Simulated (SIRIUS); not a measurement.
Input of a SIRIUS 7.12.0 run:

Contents of sirius.json:

```json
{
  "control": {
    "processing_unit": "cpu",
    "verbosity": 2,
    "num_bands_to_print": 15,
    "print_forces": true,
    "print_stress": true
  },
  "parameters": {
    "electronic_structure_method": "pseudopotential",
    "xc_functionals": ["XC_GGA_X_PBE_SOL", "XC_GGA_C_PBE_SOL"],
    "gk_cutoff": 9.2,
    "pw_cutoff": 18.4,
    "ngridk": [12, 12, 4],
    "shiftk": [0, 0, 0],
    "smearing": "fermi_dirac",
    "smearing_width": 0.0018374661,
    "num_bands": 15,
    "num_mag_dims": 0,
    "num_dft_iter": 100,
    "energy_tol": 1e-08,
    "density_tol": 1e-06
  },
  "iterative_solver": {
    "type": "davidson",
    "min_tolerance": 1e-10
  },
  "mixer": {
    "type": "anderson",
    "beta": 0.7,
    "max_history": 8
  },
  "settings": {
    "tol_ne": 1e-10,
    "pseudo_grid_cutoff": 6.5
  },
  "unit_cell": {
    "lattice_vectors": [
      [4.720989393585, 0.0, 0.0],
      [-2.360494696793, 4.088496745935, 0.0],
      [0.0, 0.0, 12.539655645179]
    ],
    "atom_coordinate_units": "lattice",
    "atom_types": ["N", "B"],
    "atom_files": {
      "N": "N.json",
      "B": "B.json"
    },
    "atoms": {
      "N": [
        [0.6666666667, 0.3333333333, 0.25],
        [0.3333333333, 0.6666666667, 0.75]
      ],
      "B": [
        [0.6666666667, 0.3333333333, 0.75],
        [0.3333333333, 0.6666666667, 0.25]
      ]
    }
  }
}
```

Potentials or basis: PseudoDojo 0.4.1 PBEsol standard (scalar relativistic).

The run is started by

```bash
$ upf_to_json N.upf
$ upf_to_json B.upf
$ OMP_NUM_THREADS=1 sirius.scf --input=sirius.json --output=out.json --task=0
```

Estimate the pressure.

2.6 GPa.

Predict the band gap on the k mesh.

4.21 eV.

Stress tensor (GPa, compression positive):
```
3.38 0.00 0.00
0.00 3.38 0.00
0.00 0.00 0.93
```

Caveat: this functional lacks dispersion, which binds the layers, so the pressure and a relaxed spacing across them are unreliable. A k mesh can miss the band edges.
